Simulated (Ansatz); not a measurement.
# CsPbCl3 (model cell, started as cubic perovskite with Pb in the octahedra): a soft mode frozen in, part 3 of 3

Aim: this structure of CsPbCl3 (model cell, started as cubic perovskite with Pb in the octahedra) is to be tested for unstable modes, and one is followed downhill.

Ansatz 0.2.0; DFT PBE, scalar-relativistic, plane waves, PAW; PAW set soft_1.

So far. Step 5 (Energy along the mode, all amplitudes (two of the runs …): The lowest of the steps tried is the last one, at 0.6 Å, 8.05 meV/atom below the parent; the bottom of the well need not coincide with a step. Step 7 (The new phase in its own primitive cell): The largest force component left is 0.47 meV/Å and the pressure is -0.003 GPa, within the tolerances set. The cell now holds 36.80 Å³/atom. The relaxed cell has a = 7.967, c = 11.595 Å (conventional setting).

## (8) Modes of the new phase, k-mesh 6×6×6

A relaxed structure may still be a saddle point, so its zone-centre modes are computed. The response to a homogeneous field gives the Born charges and the dielectric tensor.

Input file input.yaml:

```yaml
crystal:
  lattice:
    - [-3.9836070604, 3.9836070604, 5.797659647]
    - [3.9836070604, -3.9836070604, 5.797659647]
    - [3.9836070604, 3.9836070604, -5.797659647]
  atoms:
    - { symbol: Cs, position: [0.75, 0.25, 0.5] }
    - { symbol: Cs, position: [0.25, 0.75, 0.5] }
    - { symbol: Pb, position: [0.0, 0.0, 0.0] }
    - { symbol: Pb, position: [0.5, 0.5, 0.0] }
    - { symbol: Cl, position: [0.8088593284, 0.3088593284, 0.1177186568] }
    - { symbol: Cl, position: [0.1911406716, 0.6911406716, 0.8822813432] }
    - { symbol: Cl, position: [0.75, 0.75, 0.0] }
    - { symbol: Cl, position: [0.25, 0.25, 0.0] }
    - { symbol: Cl, position: [0.3088593284, 0.1911406716, 0.5] }
    - { symbol: Cl, position: [0.6911406716, 0.8088593284, 0.5] }
kpoints:
  mp_grid: { grid: [6, 6, 6] }
hamiltonian:
  xc: pbe
  pseudopotentials: { kind: paw, azcp: { folder: soft_1 } }
scf:
  occupations: { method: fixed }
output:
  eigenvalues: true
phonons:
  method: dfpt
  dielectric: true
  rigid_motions: translations
```

On the command line:

```console
ansatz run input.yaml --threads 8 --pin off --max-ram 16384MiB --backend cpu --events-out ev --progress --plain --runs-dir out
```

Numbers of over 12 decimals in the logs are rounded to 6 here.

What it wrote:

```text
[...]
Crystal: 10 atoms, lattice volume = 368.015 Å³
Basis set: ecut = 420 eV, 7207 PW (Γ), exchange–correlation on 120×120×120 points (8 copies of the dense FFT grid, shifted against one another)
Bands: 54, of which v1, the nominal top of the filled ones, is band 44 counted from 1 (43 counted from 0)
Symmetry: 16 space group operations
k-points: 112 of 216 (irreducible under 1 space group operation, time reversal used)
[...]
SCF iter   1: F=—  HF=-41654.210116 eV  |F-HF|=—  |Δ(HF+E_count)|=         —  Δρ=2.31e-2  dr2=4.75e0  ethr=3.10e-3  ⟨swp⟩=6.3  Hψ=22925  notcnv=0  defer=756
[...]
SCF iter  11: F=-41651.920184 eV  HF=-41651.920184 eV  |F-HF|=2.91e-11  |Δ(HF+E_count)|=  1.53e-10  Δρ=5.55e-8  dr2=1.89e-11  ethr=1.00e-12  ⟨swp⟩=22.1  Hψ=51086  notcnv=0
SCF 1 converged in 11 iterations: F = -41651.920184 eV  dr2 = 1.89e-11
[...]
NSCF: frozen V_eff on 4 k-points
DFPT response loops at Γ: preconditioner auto → Resta (q_TF=auto, 2.149 Å⁻¹)  ε∞=5.0 (no band partly filled); β = 1.00, the filter's whole step (`scf.mixing.beta` (0.50) is not read by the response loops at its default; to damp them type it under 1.00, their step now; it binds the ground state too); Broyden in place of MSR1
── the response to a field inside a basis, on 6×6×6 k-points: an SCF that follows is theirs, and a resumed run solves both again ──
Bands: 45, of which v1, the nominal top of the filled ones, is band 44 counted from 1 (43 counted from 0)
k-points: 28 of 216
[...]
Eigensolver: Dense (28 Hₖ)
SCF iter   1: F=—  HF=-41651.520092 eV  |F-HF|=—  |Δ(HF+E_count)|=         —  Δρ=4.08e-4  dr2=2.42e-4  ethr=1.00e-1
[...]
SCF iter   5: F=-41651.520226 eV  HF=-41651.520226 eV  |F-HF|=5.43e-9  |Δ(HF+E_count)|=   4.57e-7  Δρ=1.10e-6  dr2=9.58e-9  ethr=3.36e-10
SCF 1 converged in 5 iterations: F = -41651.520226 eV  dr2 = 9.58e-9
[...]
SCF converged after 11 iterations
Free energy (F): -41651.920184 eV
[...]
Internal energy: -41651.920184 eV  (E = F + TS)
E sigma→0 (E₀):  -41651.920184 eV
Fermi energy:    3.035115 eV
[...]
--- Band table (eV; the first three rows and the last of 112) ---
  k-point 0: bands = [... 40 lower, 1.4368, 1.4576, 1.4576, 3.0351, 5.4333, 5.6453, 5.6453, 7.2261, ... 6 higher]
  k-point 1: bands = [... 40 lower, 1.3767, 1.4631, 1.4970, 2.7575, 5.5357, 5.7184, 6.3059, 7.4526, ... 6 higher]
  k-point 2: bands = [... 40 lower, 1.2654, 1.4714, 1.5115, 2.4801, 5.7427, 5.8837, 6.9209, 7.4543, ... 6 higher]
  k-point 111: bands = [... 40 lower, 1.2939, 1.3796, 1.8977, 2.4112, 6.0050, 6.0050, 6.2270, 8.1758, ... 6 higher]
--- Phonons (Γ-DFPT): 8 representative perturbations + reference, on 112 of 216 k-points (Σ response iterations 26) ---
  k mesh reduced under 1 symmetry operation, with k and −k counted as one. Each operation leaves every solved perturbation unchanged. A smaller set is not considered because the run solves the response to a homogeneous field
  ASR residual: 5.955e-5 → 0.000e0 eV/Å²; symmetrization residual: 2.701e-5 eV/Å²
  ASR residual per site (eV/Å²): 3.57e-5 3.57e-5 5.96e-5 5.96e-5 3.27e-5 3.27e-5 3.75e-5 3.75e-5 3.27e-5 3.27e-5
  Γ frequencies (cm⁻¹): -15.60 -15.60 0.00 0.00 0.00 28.48 28.48 41.64 41.64 46.22 46.61 52.64 52.64 60.94 60.94 70.81 72.22 75.39 87.02 91.85 91.85 92.09 92.18 92.18 95.66 95.66 103.38 181.24 181.55 233.81
  ε∞ (high-frequency dielectric tensor):
        3.555747    -0.000000     0.000000
       -0.000000     3.555747     0.000000
        0.000000     0.000000     3.760010
  softest optical mode at Γ: -15.60 cm⁻¹; the repairs (sum rule, projections) moved no ω² at Γ by more than (2.58 cm⁻¹)²
  Born effective charges Z* (e; rows j = field, columns β = displacement):
    site 0:
         1.24721   -0.00000    0.00000
         0.00000    1.24721    0.00000
        -0.00000   -0.00000    1.40132
    site 1:
         1.24721   -0.00000    0.00000
         0.00000    1.24721    0.00000
         0.00000   -0.00000    1.40132
    site 2:
         3.69989    0.37915   -0.00000
        -0.37915    3.69989   -0.00000
         0.00000    0.00000    3.79189
    site 3:
         3.69989   -0.37915   -0.00000
         0.37915    3.69989   -0.00000
        -0.00000    0.00000    3.79189
    site 4:
        -2.09032    1.28859   -0.00000
         1.28859   -2.09032    0.00000
         0.00000    0.00000   -0.79333
    site 5:
        -2.09032    1.28859    0.00000
         1.28859   -2.09032    0.00000
         0.00000   -0.00000   -0.79333
    site 6:
        -0.76647   -0.00000   -0.00000
         0.00000   -0.76647    0.00000
        -0.00000   -0.00000   -3.60654
    site 7:
        -0.76647   -0.00000    0.00000
         0.00000   -0.76647    0.00000
         0.00000   -0.00000   -3.60654
    site 8:
        -2.09032   -1.28859    0.00000
        -1.28859   -2.09032   -0.00000
         0.00000   -0.00000   -0.79333
    site 9:
        -2.09032   -1.28859   -0.00000
        -1.28859   -2.09032    0.00000
        -0.00000   -0.00000   -0.79333
  Z* charge neutrality: 2.284e-2 e pre-enforcement
  solved inside a basis spanned on kpoints, on 6×6×6 k-points, its susceptibility summed on 8×8×8: ε∞ is read to err by 1.1e-2, Z* by 2.0e-2 e (field_mesh: kpoints solves on kpoints); Z* is corrected for what the basis lacks
  optical modes at Γ without the LO–TO term, one row a degenerate level:
      ω (cm⁻¹)  modes    IR ((D/Å)²/amu)
        -15.60      2             0.0000
         28.48      2             1.5528
         41.64      2             0.0000
         46.22      1             0.0039
         46.61      1             0.0000
         52.64      2             0.5325
         60.94      2             7.7948
[...]
optical modes at Γ + LO–TO along q̂ = [1.0000, 0.0000, 0.0000]:
      ω (cm⁻¹)  modes    IR ((D/Å)²/amu)
[...]
optical modes at Γ + LO–TO along q̂ = [0.0000, 1.0000, 0.0000]:
      ω (cm⁻¹)  modes    IR ((D/Å)²/amu)
[...]
optical modes at Γ + LO–TO along q̂ = [0.0000, 0.0000, 1.0000]:
      ω (cm⁻¹)  modes    IR ((D/Å)²/amu)
[...]
70.81      1             0.0000
         72.22      1             0.0000
         82.64      1             0.0349
         87.02      1             0.0000
         91.85      2             0.0000
         92.18      2            12.2424
         95.66      2            18.0418
        103.38      1             0.0000
        181.24      1             0.0000
        181.55      1             0.0000
        204.79      1            22.4171
        233.81      1             0.0000
```

Elapsed: 9.2 min, on 8 threads of Arm Neoverse V1, shared host; peak memory 9 GiB.

Numbers from this step:

```
sum-rule residual before enforcement                    : 5.96e-5 eV/Å²
miss of the charge sum rule                             : 0.02284 e
estimated error of the dielectric tensor                : 0.01147
estimated error of the Born charges                     : 0.02028 e
point group                                             : 4/mmm
highest optical mode at the zone centre (no LO-TO term) : 233.8 cm⁻¹
lowest optical zone-centre mode                         : -15.6 cm⁻¹
mean high-frequency dielectric constant                 : 3.624
largest Born charge (third of the trace)                : 3.731 e
top of the zone-centre spectrum with the field          : 233.8 cm⁻¹
```

Without the LO-TO term. Patterns of degenerate modes are one choice out of their space. Modes at Γ, with each element's share of the kinetic energy (negative means imaginary):

| mode | frequency (cm⁻¹) | symmetry | Cs % | Pb % | Cl % |
| --- | --- | --- | --- | --- | --- |
| 1 | -15.6 | Eg | 33 | 0 | 67 |
| 2 | -15.6 | Eg | 33 | 0 | 67 |
| 3 | 0.0 | acoustic | 30 | 46 | 24 |
| 4 | 0.0 | acoustic | 30 | 46 | 24 |
| 5 | 0.0 | acoustic | 30 | 46 | 24 |
| 6 | 28.5 | Eu | 61 | 14 | 24 |
| 7 | 28.5 | Eu | 61 | 14 | 24 |
| 8 | 41.6 | Eg | 67 | 0 | 33 |
| 9 | 41.6 | Eg | 67 | 0 | 33 |
| 10 | 46.2 | A2u | 61 | 38 | 2 |
| 11 | 46.6 | B2g | 100 | 0 | 0 |
| 12 | 52.6 | Eu | 9 | 13 | 78 |
| 13 | 52.6 | Eu | 9 | 13 | 78 |
| 14 | 60.9 | Eu | 0 | 44 | 55 |
| 15 | 60.9 | Eu | 0 | 44 | 55 |
| 16 | 70.8 | A1g | 0 | 0 | 100 |
| 17 | 72.2 | B1u | 0 | 0 | 100 |
| 18 | 75.4 | A2u | 10 | 13 | 78 |
| 19 | 87.0 | A1u | 0 | 100 | 0 |
| 20 | 91.8 | Eg | 0 | 0 | 100 |
| 21 | 91.8 | Eg | 0 | 0 | 100 |
| 22 | 92.1 | A2u | 0 | 3 | 97 |
| 23 | 92.2 | Eu | 0 | 24 | 76 |
| 24 | 92.2 | Eu | 0 | 24 | 76 |
| 25 | 95.7 | Eu | 0 | 58 | 42 |
| 26 | 95.7 | Eu | 0 | 58 | 42 |
| 27 | 103.4 | B2g | 0 | 0 | 100 |
| 28 | 181.2 | A2g | 0 | 0 | 100 |
| 29 | 181.6 | B1g | 0 | 0 | 100 |
| 30 | 233.8 | A2g | 0 | 0 | 100 |

Displacements in mode 1 (-15.6 cm⁻¹), the largest set to 1:
```
Cs1  0.01 -0.45  0.00
Cs2 -0.01  0.45  0.00
Pb3  0.00  0.00  0.00
Pb4  0.00  0.00  0.00
Cl5  0.00  0.00  0.50
Cl6  0.00  0.00 -0.50
Cl7 -0.02 -1.00  0.00
Cl8  0.02  1.00  0.00
Cl9  0.00  0.00 -0.52
Cl10 0.00  0.00  0.52
```

Displacements in mode 13 (52.6 cm⁻¹), the largest set to 1:
```
Cs1  0.00  0.20  0.00
Cs2  0.00  0.20  0.00
Pb3 -0.02 -0.19  0.00
Pb4  0.02 -0.19  0.00
Cl5 -0.24 -0.30  0.00
Cl6 -0.24 -0.30  0.00
Cl7  0.00  1.00  0.00
Cl8  0.00  1.00  0.00
Cl9  0.24 -0.30  0.00
Cl10 0.24 -0.30  0.00
```

Optical modes at the zone centre, without and with the macroscopic field of the longitudinal modes; each column is sorted by frequency, so a row need not hold one and the same mode. Modes with and without the field, by row:

| rank among optical modes | no field (cm⁻¹) | q along (1, 0, 0) (cm⁻¹) | q along (0, 0, 1) (cm⁻¹) |
| --- | --- | --- | --- |
| 1 | -15.6 | -15.6 | -15.6 |
| 2 | -15.6 | -15.6 | -15.6 |
| 3 | 28.5 | 28.5 | 28.5 |
| 4 | 28.5 | 31.6 | 28.5 |
| 5 | 41.6 | 41.6 | 41.6 |
| 6 | 41.6 | 41.6 | 41.6 |
| 7 | 46.2 | 46.2 | 46.2 |
| 8 | 46.6 | 46.6 | 46.6 |
| 9 | 52.6 | 52.6 | 52.6 |
| 10 | 52.6 | 53 | 52.6 |
| 11 | 60.9 | 60.9 | 60.9 |
| 12 | 60.9 | 68.6 | 60.9 |
| 13 | 70.8 | 70.8 | 70.8 |
| 14 | 72.2 | 72.2 | 72.2 |
| 15 | 75.4 | 75.4 | 82.6 |
| 16 | 87 | 87 | 87 |
| 17 | 91.8 | 91.8 | 91.8 |
| 18 | 91.8 | 91.8 | 91.8 |
| 19 | 92.1 | 92.1 | 92.2 |
| 20 | 92.2 | 92.2 | 92.2 |
| 21 | 92.2 | 93.6 | 95.7 |
| 22 | 95.7 | 95.7 | 95.7 |
| 23 | 95.7 | 103.4 | 103.4 |
| 24 | 103.4 | 181.2 | 181.2 |
| 25 | 181.2 | 181.6 | 181.6 |
| 26 | 181.6 | 201 | 204.8 |
| 27 | 233.8 | 233.8 | 233.8 |

Born charge (rows field, columns displacement) (e), principal values of the symmetric part by kind of site:

| atom | atoms with these values | low | middle | high | mean |
| --- | --- | --- | --- | --- | --- |
| Cs1 | 2 | 1.25 | 1.25 | 1.40 | 1.30 |
| Pb3 | 2 | 3.70 | 3.70 | 3.79 | 3.73 |
| Cl5 | 4 | -3.38 | -0.80 | -0.79 | -1.66 |
| Cl7 | 2 | -3.61 | -0.77 | -0.77 | -1.71 |

In full for Cl7:

```
-0.77  0.00  0.00
 0.00 -0.77  0.00
 0.00  0.00 -3.61
```

High-frequency dielectric tensor:

```
3.56 0.00 0.00
0.00 3.56 0.00
0.00 0.00 3.76
```

Transverse modes; imaginary modes are left out. Infrared lines, with heights relative to the strongest:

| position (cm⁻¹) | lines merged | relative intensity |
| --- | --- | --- |
| 28 | 1 | 6.2 |
| 42 | 1 | 0.0 |
| 46 | 1 | 0.0 |
| 47 | 1 | 0.0 |
| 53 | 1 | 2.1 |
| 61 | 1 | 31 |
| 71 | 1 | 0.0 |
| 72 | 1 | 0.0 |
| 75 | 1 | 38 |
| 87 | 1 | 0.0 |
| 92 | 3 | 100 |
| 96 | 1 | 72 |
| 103 | 1 | 0.0 |
| 181 | 1 | 0.0 |
| 182 | 1 | 0.0 |
| 234 | 1 | 0.0 |

Before it was imposed, the acoustic sum rule was missed by 6.0e-5 eV/Å² and the charge sum rule by 0.023 e. Small misses are needed for a sound result but don't prove that mesh and cutoff are converged. The lowest optical mode is imaginary, 15.6i cm⁻¹, so the energy falls along it.

## (9) Results

```yaml
unstable_mode_of_the_parent: q = (-0.5, -0.5, -0.5), 44i cm⁻¹
depth_at_the_lowest_point_sampled: 8.05 meV/atom
largest_atomic_shift_at_that_point: 0.6 Å
space_group_reached_within_0p01_a: I4/mcm
energy_gained_over_the_parent_first_relaxation_on_the_mesh_of_the_frozen_mode: 10.8 meV/atom
volume_per_atom_phase_reached: 36.8 Å³
gap_on_the_k_mesh_phase_reached: 2.40 eV
lowest_optical_zone_centre_mode_phase_reached: -15.6 cm⁻¹
highest_optical_mode_at_the_zone_centre_no_lo_to_term_phase_reached: 234 cm⁻¹
```

**Reading.** Along this mode the structure falls into I4/mcm, 10.8 meV/atom below the parent. At the parent's cell the well is 8.047 meV/atom deep on the steps tried, with its lowest point at a shift of 0.6 Å. That is the last step tried, so the steps alone don't bracket the bottom of the well. Relaxing atoms and cell changes the gain by +2.75 meV/atom against the lowest step (energies at zero smearing). The new phase still has an imaginary mode at the zone centre of its cell, so it is a saddle point on the way to a lower structure. Of the 4 patterns followed to their end from this parent, this one reaches the lowest energy. Another end point lies within 1 meV/atom; how such a difference moves with mesh and cutoff was not tested. Each path keeps the symmetry of its pattern, so a lower phase may lie along a pattern not tried. Spin-orbit coupling is left out, which can matter for the heavy elements here. The starting cell was built on a prototype and not taken from a measurement, so the phase need not exist.

[Logs are printed without paths, hosts, clocks, repeated set-up lines and the standing remarks that a program may print on its own settings, such as how far it seeks lower states.]

[Hosts, paths, dates, database ids (printed as entryN), source tags and the programs' standing remarks are cut or masked in the printed files.]
